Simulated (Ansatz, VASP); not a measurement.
# P (linear P chain): VASP beside Ansatz

One calculation is typed for both programs; each brings its own data sets. How far apart do they land? The cell is taken from a series of runs on this material, whose earlier steps may have relaxed, scaled, displaced or heated it; both programs get it as it stands.

Method: plane waves, with VASP 6.6.1 beside it; PBE, in Ansatz 0.2.0.

**1. The starting structure**

The cell holds 1 atom: 1 P. Its edges and angles: a = 7.500 Å, b = 7.500 Å, c = 2.730 Å, α = 90.0°, β = 90.0°, γ = 90.0°. Vacuum lies along a and b. The structure's axis is c.

As a file:

```
P
1.0
     7.50000    0.00000    0.00000
     0.00000    7.50000    0.00000
     0.00000    0.00000    2.72995
P
1
Direct
  0.50000 0.50000 0.00000
```

**2. VASP: single point, PBE**

A single point takes one fixed geometry, so differences don't come from the geometry; what else differs is listed under the comparison.

Lines of VASP's logs that name or quote its potential files are left out, and so is its time.

INCAR reads:

```
SYSTEM = P
PREC = Accurate
ENCUT = 500
EDIFF = 1E-06
NELM = 200
ISMEAR = -1
SIGMA = 0.05
LREAL = .FALSE.
ALGO = Normal
GGA = PE
NBANDS = 9
ISPIN = 2
MAGMOM = 0
LORBIT = 11
LWAVE = .FALSE.
LCHARG = .FALSE.
ISIF = 2
LASPH = .TRUE.
GGA_COMPAT = .FALSE.
```

POSCAR reads:

```
P
1.0
    7.5000000000      0.0000000000      0.0000000000
    0.0000000000      7.5000000000      0.0000000000
    0.0000000000      0.0000000000      2.7299482904
P
1
Direct
    0.5000000000      0.5000000000      0.0000000000
```

KPOINTS reads:

```
Automatic mesh
0
Gamma
1 1 30
0 0 0
```

Potentials, in the order of the species: P (PBE family, release 64).

The run is started by

```sh
$ mpirun -np 1 vasp_std
```

Numbers of over 12 decimals in the logs are rounded to 6 here.

What it wrote:

```text
[banner, memory and clock lines left out]
running    1 mpi-ranks, on    1 nodes
 distrk:  each k-point on    1 cores,    1 groups
 distr:  one band on    1 cores,    1 groups

 POSCAR found type information on POSCAR P
 POSCAR found :  1 types and       1 ions
 LDA part: xc-table for (Slater+PW92), standard interpolation
 POSCAR, INCAR and KPOINTS ok, starting setup
 FFT: planning ... GRIDC
 FFT: planning ... GRID_SOFT
 FFT: planning ... GRID
 WAVECAR not read
 entering main loop
       N       E                     dE             d eps       ncg     rms          rms(c)
DAV:   1     0.195882199534E+02    0.19588E+02   -0.13383E+03   576   0.297E+02
DAV:   2    -0.145926177034E+01   -0.21047E+02   -0.18531E+02   785   0.508E+01
DAV:   3    -0.292814728732E+01   -0.14689E+01   -0.14145E+01   767   0.174E+01
DAV:   4    -0.294272154699E+01   -0.14574E-01   -0.14553E-01   813   0.209E+00
DAV:   5    -0.294278299877E+01   -0.61452E-04   -0.61450E-04   758   0.144E-01    0.111E+00
DAV:   6    -0.293752896892E+01    0.52540E-02   -0.61518E-03   798   0.351E-01    0.589E-01
DAV:   7    -0.293601998615E+01    0.15090E-02   -0.84869E-03   615   0.424E-01    0.849E-02
DAV:   8    -0.293619407876E+01   -0.17409E-03   -0.60113E-04   589   0.119E-01    0.176E-02
DAV:   9    -0.293621909444E+01   -0.25016E-04   -0.18474E-05   613   0.232E-02    0.924E-03
DAV:  10    -0.293625165088E+01   -0.32556E-04   -0.29846E-06   585   0.943E-03    0.489E-03
DAV:  11    -0.293628235209E+01   -0.30701E-04   -0.34323E-06   619   0.922E-03    0.253E-03
DAV:  12    -0.293629102550E+01   -0.86734E-05   -0.11074E-06   590   0.457E-03    0.187E-03
DAV:  13    -0.293629739843E+01   -0.63729E-05   -0.12625E-06   599   0.452E-03    0.954E-04
DAV:  14    -0.293629827754E+01   -0.87911E-06   -0.47854E-08   672   0.100E-03
   1 F= -.29362983E+01 E0= -.29309222E+01  d E =-.107522E-01  mag=     0.0000
```

Parts of OUTCAR (step 2):

```text
ion  position               nearest neighbor table
   1  0.500  0.500  0.000-

  LATTYP: Found a simple tetragonal cell.
 ALAT       =     7.5000000000
 C/A-ratio  =     0.3639931054

 Subroutine GETGRP returns: Found 16 space group operations
 (whereof 16 operations were pure point group operations)

The static configuration has the point symmetry D_4h.

 Found     16 irreducible k-points:

   k-points           NKPTS =     16   k-points in BZ     NKDIM =     16   number of bands    NBANDS=      9

   dimension x,y,z NGX =    56 NGY =   56 NGZ =   20
   dimension x,y,z NGXF=   112 NGYF=  112 NGZF=   40

   ENCUT  =  500.0 eV  36.75 Ry    6.06 a.u.  13.67 13.67  4.98*2*pi/ulx,y,z

   NELECT =       5.0000    total number of electrons

 k-points in reciprocal lattice and weights: Automatic mesh
   0.00000000  0.00000000  0.00000000       0.033
   0.00000000  0.00000000  0.03333333       0.067
   0.00000000  0.00000000  0.06666667       0.067
   0.00000000  0.00000000  0.10000000       0.067
   0.00000000  0.00000000  0.13333333       0.067
   0.00000000  0.00000000  0.16666667       0.067
   0.00000000  0.00000000  0.20000000       0.067
   0.00000000  0.00000000  0.23333333       0.067
   0.00000000  0.00000000  0.26666667       0.067
[...]
0.00000000  0.00000000  0.46666667       0.067
   0.00000000  0.00000000  0.50000000       0.033

 average (electrostatic) potential at core
       1 -93.1568

 E-fermi :  -4.3138

 spin component 1
 k-point     1 :       0.0000    0.0000    0.0000
  band No.  band energies     occupation
      1     -14.2626      1.00000
      2      -5.3410      1.00000
      3      -5.3410      1.00000
      4       0.1135      0.00000
      5       1.5204      0.00000
      6       1.7563      0.00000
      7       2.9416      0.00000
      8       3.2413      0.00000
    ...

 k-point     2 :       0.0000    0.0000    0.0333
  band No.  band energies     occupation
      1     -14.2436      1.00000
      2      -5.3239      1.00000
      3      -5.3239      1.00000
      4       0.1352      0.00000
      5       1.3237      0.00000
      6       1.7784      0.00000
      7       2.9632      0.00000
      8       3.2618      0.00000
    ...

 k-point     3 :       0.0000    0.0000    0.0667
  band No.  band energies     occupation
      1     -14.1864      1.00000
      2      -5.2727      1.00000
      3      -5.2727      1.00000
      4       0.1988      0.00000
      5       0.8128      0.00000
      6       1.8447      0.00000
      7       3.0278      0.00000
      8       3.3232      0.00000
    ...

 k-point     4 :       0.0000    0.0000    0.1000
  band No.  band energies     occupation
      1     -14.0915      1.00000
      2      -5.1880      1.00000
      3      -5.1880      1.00000
      4       0.0917      0.00000
      5       0.3354      0.00000
      6       1.9550      0.00000
      7       3.1355      0.00000
      8       3.4246      0.00000
    ...

 k-point     5 :       0.0000    0.0000    0.1333
  band No.  band energies     occupation
      1     -13.9594      1.00000
      2      -5.0706      1.00000
      3      -5.0706      1.00000
      4      -0.6764      0.00000
      5       0.4766      0.00000
      6       2.1095      0.00000
      7       3.2860      0.00000
      8       3.5646      0.00000
    ...

 k-point     6 :       0.0000    0.0000    0.1667
  band No.  band energies     occupation
      1     -13.7911      1.00000
      2      -4.9220      0.99999
      3      -4.9220      0.99999
      4      -1.4917      0.00000
      5       0.6753      0.00000
      6       2.3078      0.00000
      7       3.4790      0.00000
      8       3.7403      0.00000
    ...

  Total        0.0884249      0.0884249     -7.0890848      0.0000000      0.0000000      0.0000000
  in kB        0.9225889      0.9225889    -73.9645823      0.0000000      0.0000000      0.0000000
  external PRESSURE =     -24.0398015 kB  Pullay stress =       0.0000000 kB

  energy-cutoff  :      500.00
  volume of cell :      153.56
      direct lattice vectors                 reciprocal lattice vectors
     7.500000000  0.000000000  0.000000000     0.133333333  0.000000000  0.000000000
     0.000000000  7.500000000  0.000000000     0.000000000  0.133333333  0.000000000
     0.000000000  0.000000000  2.729948290     0.000000000  0.000000000  0.366307305

 POSITION                                       TOTAL-FORCE (eV/Angst)
 -----------------------------------------------------------------------------------
      3.75000      3.75000      0.00000         0.000000      0.000000      0.000000
 -----------------------------------------------------------------------------------
    total drift:                                0.000000     -0.000000      0.000000

  FREE ENERGIE OF THE ION-ELECTRON SYSTEM (eV)
  ---------------------------------------------------
  free  energy   TOTEN  =        -2.9362982775 eV

  energy  without entropy=       -2.9255460829  energy(sigma->0) =       -2.93092218

 total charge
# of ion       s       p       d       tot
------------------------------------------
    1        1.151   1.120   0.000   2.271

 magnetization (x)
# of ion       s       p       d       tot
------------------------------------------
    1        0.000   0.000   0.000   0.000

[... 5 further parts left out ...]
```

This run allows spin, but its moments start at zero, where symmetry between the spins tends to hold them. Its electron count is odd, so without a moment it is a metal by construction.

**3. Ansatz: single point, PBE**

Ansatz runs on its default PAW (the set named soft_2) files.

The same cell, functional, mesh and smearing now go to Ansatz, which takes its cutoff from its data sets.

input.yaml reads:

```yaml
crystal:
  lattice:
    - [7.5, 0.0, 0.0]
    - [0.0, 7.5, 0.0]
    - [0.0, 0.0, 2.7299482904]
  atoms:
    - { symbol: P, position: [0.5, 0.5, 0.0], spin: 0.3 }
magnetization:
  spin_polarized: true
kpoints:
  mp_grid: { grid: [1, 1, 30] }
scf:
  occupations: { method: fermi_dirac, width: 0.05 }
hamiltonian:
  xc: pbe
output:
  transmission:
    e_range: [-2, 2]
    de: 0.035
    kmesh: [1, 1]
    reduced_basis: true
    leads: [[0, 0]]
  stress: true
```

The run is started by

```sh
$ ansatz run input.yaml --threads 4 --pin off --max-ram 8192MiB --backend cpu --events-out ev --progress --plain --runs-dir out
```

What it wrote:

```text
Engine: ansatz 0.2.0, aarch64-unknown-linux-gnu
Pseudopotentials: kind: paw
Pseudopotential: P, paw, valence charge 5, recommended cutoff 420 eV (normal), P.paw.azcp
Functional definition: PBE
  parameter kappa = 0.804
  parameter beta = 0.066725
  exchange = pbe_x(kappa = kappa, mu = beta*pi^2/3)
  correlation = pbe_c(beta = beta)
Crystal: 1 atoms, lattice volume = 153.560 Å³
Basis set: ecut = 420 eV, 3057 PW (Γ)
Bands: 7, of which v1, the nominal top of the filled ones, is band 3 counted from 1 (2 counted from 0)
Symmetry: 16 space group operations
Space group: P4/mmm (ITA 123), of the structure as read, at distance tolerance 5.4e-5 Å
Magnetic group: BNS 123.339 (UNI 999), of the structure as read, at distance tolerance 5.4e-5 Å
k-points: 16 of 30
Non-local potential: P, projectors of the file, l = 0: 2, l = 1: 2, l = 2: 2
PAW form: soft (Blöchl's): semilocal exchange-correlation on the pseudo side does not see the compensation charge
PAW one-centre angular grid: P, 110 points (default); XC on 64 Gauss nodes
Initial density: superposition of atomic densities (neutral atoms: chi_scale 0, normalization atom)
Starting moments: Σ|m| = 0.3 μB on 1 of 1 site
Initial wavefunctions: pseudopotential atomic-orbital guess
Functional: x = pbe(κ = 0.804, μ = 0.219515), c = pbe(β = 0.066725)
iter 1 solved again at ethr=6.89e-4 eV; its pass at ethr=3.10e-3 eV (dr2=3.44e-2 eV) is discarded
SCF iter   1: F=—  HF=-753.246093 eV  |F-HF|=—  |Δ(HF+E_count)|=         —  Δρ=3.29e-3 (↑3.29e-3 ↓2.51e-3)  dr2=3.56e-2  dr2_m=4.98e-3  M=0.140 μB ∫|m|=0.140 μB  β_m=0.30  ethr=6.89e-4  ⟨swp⟩=1.1  Hψ=2677  notcnv=0
preconditioner: auto → none  [insulator: Δε(μ)=0.225 eV  Ē_g=9.320 eV  σ=0.050 eV  W_gap=0.81  n_scr=8 (ndim 8)  ℏωp=6.7 eV  f_vac=0.599  D(μ)=0.89/eV (n_scr^D=4)  ε∞_Penn≈1.5]
SCF iter   2: F=—  HF=-753.245170 eV  |F-HF|=—  |Δ(HF+E_count)|=   9.23e-4  Δρ=2.32e-3 (↑2.32e-3 ↓1.77e-3)  dr2=1.50e-2  dr2_m=2.94e-3  M=0.126 μB ∫|m|=0.126 μB  β_m=0.30  ethr=6.89e-4  ⟨swp⟩=1.0  Hψ=224  notcnv=0
SCF iter   3: F=—  HF=-753.245592 eV  |F-HF|=—  |Δ(HF+E_count)|=   4.22e-4  Δρ=1.18e-3 (↑1.10e-3 ↓1.18e-3)  dr2=4.03e-4  dr2_m=1.71e-3  M=0.115 μB ∫|m|=0.115 μB  β_m=0.30  ethr=3.01e-4  ⟨swp⟩=2.5  Hψ=445  notcnv=0
SCF iter   4: F=—  HF=-753.246733 eV  |F-HF|=—  |Δ(HF+E_count)|=   1.14e-3  Δρ=8.94e-4 (↑8.94e-4 ↓8.84e-4)  dr2=1.18e-4  dr2_m=1.06e-3  M=0.105 μB ∫|m|=0.105 μB  β_m=0.30  ethr=8.06e-6  ⟨swp⟩=2.3  Hψ=309  notcnv=0
SCF iter   5: F=—  HF=-753.247576 eV  |F-HF|=—  |Δ(HF+E_count)|=   8.43e-4  Δρ=7.03e-4 (↑7.03e-4 ↓6.83e-4)  dr2=7.29e-6  dr2_m=6.73e-4  M=0.096 μB ∫|m|=0.096 μB  β_m=0.30  ethr=2.36e-6  ⟨swp⟩=2.1  Hψ=303  notcnv=0
SCF iter   6: F=—  HF=-753.248080 eV  |F-HF|=—  |Δ(HF+E_count)|=   5.04e-4  Δρ=5.64e-4 (↑5.64e-4 ↓5.56e-4)  dr2=4.49e-7  dr2_m=4.41e-4  M=0.088 μB ∫|m|=0.089 μB  β_m=0.30  ethr=1.46e-7  ⟨swp⟩=2.1  Hψ=314  notcnv=0
SCF iter   7: F=—  HF=-753.248418 eV  |F-HF|=—  |Δ(HF+E_count)|=   3.37e-4  Δρ=4.61e-4 (↑4.61e-4 ↓4.61e-4)  dr2=1.90e-8  dr2_m=2.99e-4  M=0.081 μB ∫|m|=0.082 μB  β_m=0.30  ethr=2.00e-9  ⟨swp⟩=8.3  Hψ=1431  notcnv=0
SCF iter   8: F=—  HF=-753.248653 eV  |F-HF|=—  |Δ(HF+E_count)|=   2.35e-4  Δρ=3.87e-4 (↑3.85e-4 ↓3.87e-4)  dr2=1.47e-8  dr2_m=2.10e-4  M=0.075 μB ∫|m|=0.076 μB  β_m=0.30  ethr=3.80e-10  ⟨swp⟩=7.0  Hψ=1346  notcnv=0
Mixer restart at iter 8: flushing history
spin-set hold released at iteration 8 (site moments contracting): the magnetisation degrees of freedom join the quasi-Newton model from the next iteration; the mixer history was flushed
SCF iter   9: F=—  HF=-753.248823 eV  |F-HF|=—  |Δ(HF+E_count)|=   1.70e-4  Δρ=3.29e-4 (↑3.28e-4 ↓3.29e-4)  dr2=8.15e-10  dr2_m=1.52e-4  M=0.069 μB ∫|m|=0.070 μB  β_m=0.40  ethr=2.94e-10  ⟨swp⟩=7.3  Hψ=1333  notcnv=0
SCF iter  10: F=—  HF=-753.249241 eV  |F-HF|=—  |Δ(HF+E_count)|=   4.18e-4  Δρ=1.73e-4 (↑1.73e-4 ↓1.73e-4)  dr2=1.16e-9  dr2_m=4.21e-5  M=0.047 μB ∫|m|=0.048 μB  β_m=0.66  ethr=1.63e-11  ⟨swp⟩=9.7  Hψ=1556  notcnv=0
SCF iter  11: F=—  HF=-753.249487 eV  |F-HF|=—  |Δ(HF+E_count)|=   2.46e-4  Δρ=5.20e-5 (↑5.20e-5 ↓4.98e-5)  dr2=8.18e-8  dr2_m=3.64e-6  M=0.016 μB ∫|m|=0.016 μB  β_m=0.91  ethr=1.63e-11  ⟨swp⟩=10.2  Hψ=1626  notcnv=0
SCF iter  12: F=—  HF=-753.249517 eV  |F-HF|=—  |Δ(HF+E_count)|=   3.01e-5  Δρ=6.00e-6 (↑6.00e-6 ↓2.98e-6)  dr2=6.55e-8  dr2_m=2.42e-8  M=-0.001 μB ∫|m|=0.001 μB  β_m=0.77  ethr=1.63e-11  ⟨swp⟩=9.9  Hψ=1521  notcnv=0
SCF iter  13: F=—  HF=-753.249517 eV  |F-HF|=—  |Δ(HF+E_count)|=   1.08e-7  Δρ=1.55e-6 (↑1.48e-6 ↓1.55e-6)  dr2=3.07e-11  dr2_m=3.23e-9  M=-0.000 μB ∫|m|=0.000 μB  β_m=0.77  ethr=1.63e-11  ⟨swp⟩=4.4  Hψ=632  notcnv=0
SCF iter  14: F=—  HF=-753.249517 eV  |F-HF|=—  |Δ(HF+E_count)|=   2.03e-8  Δρ=1.76e-7 (↑1.63e-7 ↓1.76e-7)  dr2=6.14e-13  dr2_m=4.04e-11  M=-0.000 μB ∫|m|=0.000 μB  β_m=0.88  ethr=1.00e-12  ⟨swp⟩=5.2  Hψ=992  notcnv=0
SCF iter  15: F=-753.249517 eV  HF=-753.249517 eV  |F-HF|=4.89e-12  |Δ(HF+E_count)|=  1.92e-10  Δρ=4.35e-8 (↑4.13e-8 ↓4.35e-8)  dr2=2.71e-14  dr2_m=2.53e-12  M=0.000 μB ∫|m|=0.000 μB  ethr=1.00e-12  ⟨swp⟩=3.1  Hψ=540  notcnv=0
SCF 1 converged in 15 iterations: F = -753.249517 eV  dr2 = 2.71e-14
  greatest PAW one-centre occupation: 0.843 electrons in one spin orbital (limit 2), on the P atom at site 0 (counted from 0), in its partial waves of l = 0
WARN: the starting moments were not kept: the SCF closed with an absolute magnetisation of 1.3e-5 μB, where they sum to 0.3 μB in size (1 site). That is at most 0.1 of that sum. Measured as dr2_m measures the in/out step, that magnetisation stands 2.9e-11 eV from none, at or under the dr2_threshold of 1.0e-7 eV: it is no larger than a step whose dr2_m would equal this threshold. The system may hold no moment; this SC [...]
transmission: 8 of 48 steps passed
transmission: 12 of 48 steps passed
[...]
transmission: 48 of 48 steps passed
SCF converged after 15 iterations
Magnetization: 0.0000 μB (2.5000 up, 2.5000 down)
Absolute magnetization: 0.0000 μB (∫|ρ↑−ρ↓|, with the PAW one-centre terms)
Spin contamination: 0.0000 ħ² per cell (⟨S²⟩ above its minimum at these occupations)
Per-site moments (μB) at R_I (Å): [(7.912911678458322e-6, 1.12610366979)]
Free energy (F): -753.249517 eV
Harris-Foulkes:  -753.249517 eV  (|F-HF|=4.89e-12)
Internal energy: -753.238765 eV  (E = F + TS)
E sigma→0 (E₀):  -753.244141 eV
Entropy (-TS):   -0.010753 eV (-10.753 meV/atom)
Fermi energy:    -4.183028 eV
--- Per-component energies (eV) ---
  E_band       = -41.436467
  E_kinetic    = 62.307091
  E_local      = -261.221747  (includes V_loc(G=0)·N_el)
  E_nonlocal   = 33.406589
  E_hartree    = 92.865723
  E_xc         = -56.643113
  E_vxc        = -54.271835  (∫ρ·V_xc dr)
  E_paw        = -569.117050  (= ΣΔE_a)
  E_vpaw       = -7.388014  (= ΣTr[D̂ρ^β])
  E_aug_tail   = 0.000003  (compensation charges beyond the density's cutoff)
  E_ewald      = -54.836262
  E_smearing   = -0.010753  (= −TS)
  E_closure    = 0.000000  (closes the sum)
  Σ components = -753.249517   (vs F -753.249517, Δ=0.00e0)
--- Stress (GPa, compression-positive) ---
        0.095890       0.000000       0.000000
        0.000000       0.095890       0.000000
        0.000000       0.000000      -7.388909
  P = ⅓ Tr σ = -2.3990 GPa (-23.990 kbar)
--- Band table (eV; the first three rows and the last of 32) ---
  k-point 0 ↑: bands = ["-14.1310", "-5.2103", "-5.2103", "0.2456", "1.6516", "1.8797", "3.0609"]
  k-point 1 ↑: bands = ["-14.1119", "-5.1932", "-5.1932", "0.2673", "1.4540", "1.9018", "3.0824"]
  k-point 2 ↑: bands = ["-14.0548", "-5.1420", "-5.1420", "0.3307", "0.9421", "1.9679", "3.1469"]
  k-point 15 ↓: bands = ["-11.1592", "-7.3114", "-2.8628", "-2.8628", "3.0310", "3.0310", "5.1813"]
--- Transmission ---
  basis      : 497 plane waves across, 4 finite elements along
  points     : 1, standing for a mesh of 1 x 1
  filling    : by the input's occupations and mesh, since the crystals that have channels conduct as metals do. If one of these is a semiconductor, that mesh has misplaced its level
  energies   : 115 from -2.000000 to 1.990000 eV about the Fermi level, 0.035000 eV apart; the leads are filled to 0.000000 eV, and channels, transmission and decay are at -0.005000 eV
  crystal 0  : P1, at the sites [0, 0], period 2.7299 Å: whole cells are its period
    offset         : up to 0.0000 Å between an atom of the period and one for which it stands
    filled         : 3.8 meV under the level at which it is neutral
    channels       : 3.000000e0 up, 3.000000e0 down
    conductance    : 4.1323e14 S/m² at 300 K; may be off by some 0.0 % by where its bands' edges are placed, 0.0 % from the distance to neutral
```

In the SCF lines HF is the Harris–Foulkes energy and dr2 the Hartree energy of the density residual, in eV; the loop may stop once dr2 is under the threshold and the program's other checks hold. Hψ counts applications of the Hamiltonian.

**4. Differences**

Known differences besides the potentials themselves: the cutoff is 420 eV in Ansatz and 500 eV in VASP. Total energies have different zeros and are not compared.

The two programs side by side:

```
      quantity  Ansatz   VASP  difference
pressure (GPa)   -2.40  -2.40        0.00
```

**5. What came out**

```yaml
difference_in_pressure_single_point_pbe: 0.0049 GPa
```

The difference in pressure is 0.0049 GPa (single point, PBE), within the 1 GPa picked in this series as the mark of a large difference. Such differences can come from data sets, numerical settings and the points named under the comparisons, not from the functional's error against experiment.

[Lines on the potential files, build, host, timing and source positions are cut from VASP's logs without a mark.]

[Logs are printed without paths, hosts, clocks, repeated set-up lines and the standing remarks that a program may print on its own settings, such as how far it seeks lower states.]

[Hosts, paths, dates, database ids (printed as entryN), source tags and the programs' standing remarks are cut or masked in the printed files.]
